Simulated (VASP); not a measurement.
# Cd (Im-3m) in VASP: reference runs

How does Cd come out in PBE? The cell is run as given and disturbed.

All numbers are computed with VASP 6.6.1; they aren't measurements. Logs are shortened: lines on timing, memory, paths and dates and some standing lists are left out, and cuts for length are marked.

## 1. The crystal as given

It takes space group Im-3m (No. 229, cubic). Conventional cell: a = 3.569 Å, b = 3.569 Å, c = 3.569 Å, α = 90.00°, β = 90.00°, γ = 90.00°. Cd (site symmetry m-3m) has 8 Cd at 3.09 Å as nearest neighbours.

This isn't the form of Cd at room conditions, which is hcp.

## 2. Single point, PBE

INCAR

```
ALGO = Normal
EDIFF = 1E-7
ENCUT = 520
GGA = PE
ISIF = 2
ISMEAR = -1
LASPH = True
LCHARG = False
LREAL = False
LWAVE = False
NBANDS = 12
NELM = 60
PREC = Accurate
SIGMA = 0.05
```

KPOINTS

```
k-points
0
Gamma
  10 10 10
```

POSCAR

```
Cd
1.0
   -1.7843220000      1.7843220000      1.7843220000
    1.7843220000     -1.7843220000      1.7843220000
    1.7843220000      1.7843220000     -1.7843220000
Cd
1
Direct
    0.0000000000      0.0000000000      0.0000000000
```

Potentials or basis: VASP PAW PBE potentials, release 64 (Cd).

Command:

```sh
$ cat potpaw_PBE.64/Cd/POTCAR > POTCAR
$ mpirun -np 1 vasp_std > vasp.out
```

OUTCAR:

```text
EDIFF = 1E-7
   ENCUT = 520
   GGA = PE
   ISIF = 2
   ISMEAR = -1
   LASPH = True
   LREAL = False
   NELM = 60
   PREC = Accurate

 ion  position               nearest neighbor table
   1  0.000  0.000  0.000-

  LATTYP: Found a body centered cubic cell.
 ALAT       =     3.5686440000

  Lattice vectors:

 A1 = (  -1.7843220000,   1.7843220000,   1.7843220000)
 A2 = (   1.7843220000,  -1.7843220000,   1.7843220000)
 A3 = (   1.7843220000,   1.7843220000,  -1.7843220000)

Analysis of symmetry for initial positions (statically):
=====================================================================
 Subroutine PRICEL returns:
 Original cell was already a primitive cell.

 Routine SETGRP: Setting up the symmetry group for a
 body centered cubic supercell.

 Subroutine GETGRP returns: Found 48 space group operations
 (whereof 48 operations were pure point group operations)
 out of a pool of 48 trial point group operations.

The static configuration has the point symmetry O_h .

Analysis of symmetry for dynamics (positions and initial velocities):
=====================================================================
 Subroutine PRICEL returns:
 Original cell was already a primitive cell.

 Routine SETGRP: Setting up the symmetry group for a
 body centered cubic supercell.

 Subroutine GETGRP returns: Found 48 space group operations
 (whereof 48 operations were pure point group operations)
 out of a pool of 48 trial point group operations.

The dynamic configuration has the point symmetry O_h .

 Subroutine INISYM returns: Found 48 space group operations
 (whereof 48 operations are pure point group operations),
 and found     1 'primitive' translations

----------------------------------------------------------------------------------------

                                     Primitive cell

  volume of cell :      22.7237

  direct lattice vectors                    reciprocal lattice vectors
    -1.784322000  1.784322000  1.784322000     0.000000000  0.280218481  0.280218481
     1.784322000 -1.784322000  1.784322000     0.280218481  0.000000000  0.280218481
     1.784322000  1.784322000 -1.784322000     0.280218481  0.280218481  0.000000000

  length of vectors
     3.090536361  3.090536361  3.090536361     0.396288776  0.396288776  0.396288776

  position of ions in fractional coordinates (direct lattice)
     0.000000000  0.000000000  0.000000000

  ion indices of the primitive-cell ions
   primitive index   ion index
                 1           1

----------------------------------------------------------------------------------------

 KPOINTS: k-points

Automatic generation of k-mesh.
 Grid dimensions read from file:
 generate k-points for:   10   10   10

 Generating k-lattice:

  Cartesian coordinates                     Fractional coordinates (reciprocal lattice)
     0.000000000  0.028021848  0.028021848     0.100000000  0.000000000  0.000000000
     0.028021848  0.000000000  0.028021848     0.000000000  0.100000000  0.000000000
     0.028021848  0.028021848  0.000000000     0.000000000  0.000000000  0.100000000

  Length of vectors
     0.039628878  0.039628878  0.039628878

  Shift w.r.t. Gamma in fractional coordinates (k-lattice)
     0.000000000  0.000000000  0.000000000

 Subroutine IBZKPT returns following result:
 ===========================================

 Found     47 irreducible k-points:

 Following reciprocal coordinates:
            Coordinates               Weight
  0.000000  0.000000  0.000000      1.000000
  0.100000  0.000000  0.000000     12.000000
  0.200000  0.000000  0.000000     12.000000
  0.300000  0.000000  0.000000     12.000000
  0.400000  0.000000  0.000000     12.000000
  0.500000  0.000000  0.000000      6.000000
[... 39 lines left out ...]
  0.500000  0.500000  0.400000     12.000000
  0.500000  0.500000  0.500000      1.000000
   k-points           NKPTS =     47   k-points in BZ     NKDIM =     47   number of bands    NBANDS=     12
   number of dos      NEDOS =    301   number of ions     NIONS =      1
   total plane-waves  NPLWV =  13824
   dimension x,y,z NGX =    24 NGY =   24 NGZ =   24
   dimension x,y,z NGXF=    48 NGYF=   48 NGZF=   48
   ions per type =               1
   NGX,Y,Z   is equivalent  to a cutoff of  12.91, 12.91, 12.91 a.u.
   NGXF,Y,Z  is equivalent  to a cutoff of  25.82, 25.82, 25.82 a.u.
 SYSTEM =  unknown system
   PREC   = accura    normal or accurate (medium, high low for compatibility)
   ISTART =      0    job   : 0-new  1-cont  2-samecut
   ICHARG =      2    charge: 1-file 2-atom 10-const
   ISPIN  =      1    spin polarized calculation?
   LNONCOLLINEAR =      F non collinear calculations
   LSORBIT =      F    spin-orbit coupling
   LASPH  =      T    aspherical Exc in radial PAW
   ENCUT  =  520.0 eV  38.22 Ry    6.18 a.u.   5.75  5.75  5.75*2*pi/ulx,y,z
   NELM   =     60;   NELMIN=  2; NELMDL= -5     # of ELM steps
   EDIFF  = 0.1E-06   stopping-criterion for ELM
   LREAL  =      F    real-space projection
   EDIFFG = 0.1E-05   stopping-criterion for IOM
   NSW    =      0    number of steps for IOM
   IBRION =     -1    ionic relax: 0-MD 1-quasi-New 2-CG
   NFREE  =      0    steps in history (QN), initial steepest desc. (CG)
   ISIF   =      2    stress and relaxation
   ISYM   =      2    0-nonsym 1-usesym 2-fastsym
   POTIM  = 0.5000    time-step for ionic-motion
   TEBEG  =    0.0;   TEEND  =   0.0 temperature during run
   PSTRESS=    0.0 pullay stress
   NELECT =      12.0000    total number of electrons
   NUPDOWN=      -1.0000    fix difference up-down
   EMIN   =  10.00;   EMAX   =-10.00  energy-range for DOS
   EFERMI =   0.00;   METHOD = LEGACY
   ISMEAR =    -1;   SIGMA  =   0.05  broadening in eV -4-tet -1-fermi 0-gaus
   EFERMI_NEDOS =   21; number of points for ismear=-14 and -15
   IALGO  =     38    algorithm
   IMIX   =      4    mixing-type and parameters
     AMIX     =   0.40;   BMIX     =  1.00
     AMIX_MAG =   1.60;   BMIX_MAG =  1.00
  volume/ion in A,a.u.               =      22.72       153.35
  Fermi-wavevector in a.u.,A,eV,Ry     =   1.323250  2.500581 23.823686  1.750992
  Thomas-Fermi vector in A             =   2.452872
   LORBIT       =      0    0 simple, 1 ext, 2 COOP (PROOUT), +10 PAW based schemes
   GGA     = PE    functional components
   LHFCALC =     F    Hartree Fock is set to
   AEXX    =    0.0000 exact exchange contribution
   IVDW    =     0    specifies the selected vdW correction
   LEPSILON=     F    determine dielectric tensor
   LRPA    =     F    only Hartree local field effects (RPA)
 non-spin polarized calculation
  energy-cutoff  :      520.00
  volume of cell :       22.72
 maximum number of plane-waves:       627
   NGX = 11   NGY = 11   NGZ = 11

 number of electron      12.0000006 magnetization

 Free energy of the ion-electron system (eV)
  ---------------------------------------------------
  ext. energy  EPLUGINS =         0.00000000
  ---------------------------------------------------
  free energy    TOTEN  =        -0.69371329 eV

  energy without entropy =       -0.68779240  energy(sigma->0) =       -0.69075285

 E-fermi :   2.7562     XC(G=0): -10.7761

 val. band max:        2.7491203172   @ k =  -0.4000  -0.4000   0.1000
 cond. band min:       2.7595557901   @ k =  -0.4000   0.4000   0.4000
 fundamental gap:      0.0104354729
 Fermi energy:         2.7562349996

 k-point     1 :       0.0000    0.0000    0.0000
  band No.  band energies     occupation
      1      -6.5524      2.00000
      2      -6.5524      2.00000
      3      -6.5524      2.00000
      4      -5.9526      2.00000
      5      -5.9526      2.00000
      6      -5.9339      2.00000
      7      17.9628      0.00000
      8      17.9628      0.00000
      9      17.9628      0.00000
     10      18.4674      0.00000
     11      18.4674      0.00000
     12      18.4674      0.00000

 k-point     2 :       0.1000    0.0000    0.0000
  band No.  band energies     occupation
      1      -6.5818      2.00000
      2      -6.5484      2.00000
      3      -6.4651      2.00000
      4      -5.9869      2.00000
      5      -5.9515      2.00000
      6      -5.6579      2.00000
      7      15.2895      0.00000
      8      16.8949      0.00000
      9      17.1042      0.00000
     10      17.5909      0.00000
     11      17.8046      0.00000
     12      18.4737      0.00000

 k-point     3 :       0.2000    0.0000    0.0000
  band No.  band energies     occupation
      1      -6.6582      2.00000
      2      -6.6014      2.00000
      3      -6.2290      2.00000
      4      -6.0372      2.00000
      5      -5.9473      2.00000
      6      -4.8012      2.00000
      7      11.3124      0.00000
      8      15.0682      0.00000
      9      15.1031      0.00000
     10      16.9497      0.00000
     11      17.1994      0.00000
     12      19.4108      0.00000

 k-point     4 :       0.3000    0.0000    0.0000
  band No.  band energies     occupation
      1      -6.7512      2.00000
      2      -6.7405      2.00000
      3      -6.0330      2.00000
      4      -5.9401      2.00000
      5      -5.9197      2.00000
      6      -3.3714      2.00000
      7       7.5471      0.00000
      8      13.3413      0.00000
      9      13.6969      0.00000
     10      16.4330      0.00000
     11      16.8030      0.00000
     12      20.9380      0.00000

 k-point     5 :       0.4000    0.0000    0.0000
  band No.  band energies     occupation
      1      -6.8809      2.00000
      2      -6.8254      2.00000
      3      -5.9998      2.00000
      4      -5.9326      2.00000
      5      -5.6531      2.00000
      6      -1.4086      2.00000
      7       4.1618      0.00000
      8      12.1910      0.00000
      9      12.8162      0.00000
     10      16.1213      0.00000
     11      16.6202      0.00000
     12      22.9291      0.00000
[... 468 lines left out ...]
      1      -6.6177      2.00000
      2      -6.4838      2.00000
      3      -6.3116      2.00000
      4      -6.0906      2.00000
      5      -5.7985      2.00000
      6      -0.5708      2.00000
      7       7.0706      0.00000
      8       7.6470      0.00000
      9      12.2983      0.00000
     10      13.1707      0.00000
     11      19.6813      0.00000
     12      20.4322      0.00000

 k-point    38 :       0.5000    0.5000    0.2000
  band No.  band energies     occupation
      1      -6.7534      2.00000
      2      -6.4783      2.00000
      3      -6.3751      2.00000
      4      -6.0708      2.00000
      5      -5.5813      2.00000
      6       2.0324      2.00000
      7       2.3247      1.99964
      8       8.9853      0.00000
      9      10.9789      0.00000
     10      17.3195      0.00000
     11      17.4941      0.00000
     12      19.9568      0.00000

 k-point    39 :      -0.4000    0.5000    0.2000
  band No.  band energies     occupation
      1      -6.7018      2.00000
      2      -6.5331      2.00000
      3      -6.3758      2.00000
      4      -5.9686      2.00000
      5      -5.6608      2.00000
      6       1.6064      2.00000
      7       4.2513      0.00000
      8       6.8001      0.00000
      9      12.2127      0.00000
     10      14.6839      0.00000
     11      17.0089      0.00000
     12      19.9865      0.00000

 k-point    40 :      -0.4000   -0.4000    0.2000
  band No.  band energies     occupation
      1      -6.6486      2.00000
      2      -6.6486      2.00000
      3      -6.3902      2.00000
      4      -5.7638      2.00000
      5      -5.7638      2.00000
      6       3.6389      0.00000
      7       4.1635      0.00000
      8       4.1635      0.00000
      9      13.9051      0.00000
     10      14.6484      0.00000
     11      14.6484      0.00000
     12      19.8148      0.00000

 [... further k-points ...]

------------------------ aborting loop because EDIFF is reached ----------------------------------------

  FORCE on cell =-STRESS in cart. coord.  units (eV):
  Direction    XX          YY          ZZ          XY          YZ          ZX
  --------------------------------------------------------------------------------------
  -------------------------------------------------------------------------------------
  Total        0.1975784      0.1975784      0.1975784      0.0000000     -0.0000000      0.0000000
  in kB       13.9306206     13.9306206     13.9306206      0.0000000     -0.0000000      0.0000000
  external PRESSURE =      13.9306206 kB  Pullay stress =       0.0000000 kB

 VOLUME and BASIS-vectors are now :
 -----------------------------------------------------------------------------
  energy-cutoff  :      520.00
  volume of cell :       22.72
      direct lattice vectors                 reciprocal lattice vectors
    -1.784322000  1.784322000  1.784322000     0.000000000  0.280218481  0.280218481
     1.784322000 -1.784322000  1.784322000     0.280218481  0.000000000  0.280218481
     1.784322000  1.784322000 -1.784322000     0.280218481  0.280218481  0.000000000

 POSITION                                       TOTAL-FORCE (eV/Angst)
 -----------------------------------------------------------------------------------
      0.00000      0.00000      0.00000         0.000000      0.000000      0.000000
 -----------------------------------------------------------------------------------
    total drift:                                0.000000      0.000000      0.000000

  FREE ENERGIE OF THE ION-ELECTRON SYSTEM (eV)
  ---------------------------------------------------
  free  energy   TOTEN  =        -0.6937132946 eV

  energy  without entropy=       -0.6877923993  energy(sigma->0) =       -0.69075285
```

Wall time 5.2 s (1 thread of Intel Xeon Platinum 8375C at 2.90GHz (Ice Lake), shared host); peak memory 0.14 GiB.

What came out:

| Property | Result |
| --- | --- |
| Free energy | -0.6937 eV |
| Pressure | 1.4 GPa |
| Band gap on the k mesh | none (metal or under the smearing width) |

## 3. Single point, PBE (cell strained at random at fixed volume)

INCAR

```
ALGO = Normal
EDIFF = 1E-7
ENCUT = 520
GGA = PE
ISIF = 2
ISMEAR = -1
LASPH = True
LCHARG = True
LELF = True
LREAL = False
LVHAR = True
LWAVE = False
NBANDS = 12
NELM = 100
PREC = Accurate
SIGMA = 0.05
```

KPOINTS is that of step 2.

POSCAR

```
Cd
1.0
   -1.8139690000      1.8156100000      1.8212240000
    1.8009050000     -1.8130460000      1.8055960000
    1.7330670000      1.7321430000     -1.8186600000
Cd
1
Direct
   -0.0030060000     -0.0150370000      0.0151120000
```

Potentials or basis: VASP PAW PBE potentials, release 64 (Cd).

Command:

```sh
$ cat potpaw_PBE.64/Cd/POTCAR > POTCAR
$ mpirun -np 1 vasp_std > vasp.out
```

Wall time 44 s (1 thread of Intel Xeon Platinum 8375C at 2.90GHz (Ice Lake), shared host); peak memory 0.24 GiB.

It converged, with:

| Item | Value |
| --- | --- |
| Free energy | -0.6952 eV |
| Pressure | 1.4 GPa |
| Band gap on the k mesh | none (metal or under the smearing width) |

Stress tensor (GPa, compression positive):
```
 1.39  0.26 -0.09
 0.26  1.42  0.07
-0.09  0.07  1.48
```

Levels at points of the mesh, in eV from the Fermi level:
```tsv
k point	band 2	band 3	band 4	band 5	band 6	band 7	band 8	band 9	band 10	band 11
(0.00, 0.00, 0.00)	-9.23	-9.17	-8.67	-8.62	-8.61	14.78	15.02	15.23	15.45	15.69
(0.50, 0.00, 0.00)	-9.53	-8.70	-8.62	-8.25	-2.10	-1.14	9.07	10.28	13.26	14.37
(0.00, 0.50, 0.00)	-9.53	-8.70	-8.62	-8.24	-2.05	-1.02	8.85	10.24	13.05	14.33
(0.50, 0.50, 0.00)	-9.63	-8.61	-8.56	-8.28	-2.18	-1.33	9.18	9.76	13.33	13.88
(0.00, 0.00, 0.50)	-9.53	-8.67	-8.65	-8.18	-1.78	-0.47	8.44	9.34	12.79	13.30
(0.50, 0.00, 0.50)	-9.54	-8.69	-8.61	-8.25	-2.11	-1.16	8.98	10.30	13.16	14.39
(0.00, 0.50, 0.50)	-9.52	-8.70	-8.62	-8.24	-2.09	-1.12	8.90	10.41	13.09	14.50
(0.50, 0.50, 0.50)	-9.70	-8.41	-8.35	-8.26	2.95	3.40	3.69	5.36	7.72	8.01
```
